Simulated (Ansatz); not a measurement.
## A vibration from a frozen displacement in HfN

Level of theory: Ansatz, DFT PBEsol, scalar-relativistic, plane waves, PAW. The runs took a 420 eV cutoff, a Γ-centred 16×16×16 mesh and Gaussian smearing (0.15 eV). Spin–orbit coupling is left out, which matters for the heavy elements here. No spin polarisation. Energies are free energies at this smearing, counted from the undisturbed cell; pressure is positive in compression.

The undisturbed cell (as given, not relaxed at this level; it stands at -5.0 GPa; this zinc-blende form isn't the usual structure):

```
CELL_PARAMETERS angstrom
0.00000 2.45482 2.45482
2.45482 0.00000 2.45482
2.45482 2.45482 0.00000
ATOMIC_POSITIONS crystal
Hf 0.00000 0.00000 0.00000
N 0.75000 0.75000 0.75000
```

Every N atom is moved by x along the Cartesian unit vector (0.577, -0.577, -0.577); the cell and all other atoms stay fixed. The cell's volume is 29.59 Å³; the moved atoms weigh 14.007 u together and the others 178.490 u.

| x (Å) | ΔE (meV/cell) | total force on the moved atoms along the move (eV/Å) | pressure (GPa) |
| --- | --- | --- | --- |
| -0.3000 | 372.31 | 1.9906 | 1.2658 |
| -0.2250 | 229.41 | 1.7759 | -1.1241 |
| -0.1500 | 110.76 | 1.3579 | -3.1123 |
| -0.0750 | 29.79 | 0.7661 | -4.4968 |
| 0.0000 | 0.00 | 0.0000 | -5.0144 |
| 0.0750 | 35.30 | -0.9746 | -4.3989 |
| 0.1500 | 152.60 | -2.2179 | -2.3890 |
| 0.2250 | 377.83 | -3.8559 | 1.3667 |
| 0.2625 | 541.21 | -4.8948 | 4.0074 |
| 0.3000 | 747.45 | -6.1379 | 7.2404 |

Q: What frequency belongs to this motion?

A: The force constant is k = −dF/dx = 11.605 eV/Å², from the parabola through x = -0.0750, 0 and 0.0750. In every cell the moved atoms swing against the rest, so the mass is μ = m₁m₂/(m₁ + m₂) = 12.988 u, and ν̃ = 521.5 cm⁻¹ × √(|k|/μ) = 493 cm⁻¹, at this cell's pressure of -5.0 GPa. To first order in x, and within 1 %, the force on every atom lies along the move and, within each of the two groups, in proportion to the atom's mass, so this is itself a mode at the zone centre of this cell.

Q: How far does the harmonic law reach?

A: At x = -0.300 Å, kx²/2 = 522.21 meV against the computed 372.31 meV (-28.7 %): the well softens in this direction at large amplitude.

In a metal these slopes depend on the k mesh and the smearing.